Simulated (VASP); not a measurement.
Li: density of states with PBE+D3(BJ)

The system is Li.

```xyz
1
Lattice="0.0000 2.0885 2.0885 2.0885 0.0000 2.0885 2.0885 2.0885 0.0000" Properties=species:S:1:pos:R:3 pbc="T T T"
Li    0.0000    0.0000    0.0000
```

This isn't the form of Li at room conditions, which is bcc.

| Property | Result |
| --- | --- |
| Program | VASP 6.6.1 |
| Task | density of states |
| Functional | PBE |
| Dispersion | D3(BJ) |
| Potentials or basis | VASP PAW PBE potentials, release 64 (Li_sv) |
| Cutoff | 520 eV |
| k mesh | 18 × 18 × 18 |
| Occupations | gaussian, width 0.1 eV |
| Spin | no spin polarisation |
| Dipole correction | no |
| k mesh for the DOS | 27 × 27 × 27 |
| Occupations for the DOS | tetrahedron |
| Further INCAR settings | ALGO = Fast; EDIFF = 1e-06 |

| Property | Result |
| --- | --- |
| Valence electrons inside the program's atomic spheres | Li 2.08 |
| Dispersion energy per atom | -0.188 eV |

Levels at points of the mesh, in eV from the Fermi level:
```tsv
k point	band 1	band 2	band 3	band 4	band 5
(0.00, 0.00, 0.00)	-46.35	-3.69	15.48	15.48	15.48
```

States per cell in windows of 1 eV (zero at the Fermi level; states under -8 eV left out):
```csv
from (eV),total,Li1_p,Li1_s,Li1_d
-8.0,0.00,0.00,0.00,0.00
-7.0,0.00,0.00,0.00,0.00
-6.0,0.00,0.00,0.00,0.00
-5.0,0.00,0.00,0.00,0.00
-4.0,0.08,0.00,0.01,0.00
-3.0,0.22,0.01,0.02,0.00
-2.0,0.31,0.01,0.02,0.00
-1.0,0.40,0.03,0.02,0.00
0.0,0.46,0.04,0.01,0.00
1.0,0.36,0.04,0.00,0.00
2.0,0.17,0.02,0.00,0.00
3.0,0.47,0.05,0.02,0.00
4.0,0.43,0.05,0.01,0.00
5.0,0.39,0.05,0.01,0.00
6.0,0.41,0.06,0.01,0.00
7.0,0.47,0.07,0.02,0.00
```

Run time: 18 s on 1 thread of Intel(R) Xeon(R) 6975P-C (Granite Rapids), on a shared host, peak memory 0.17 GiB.
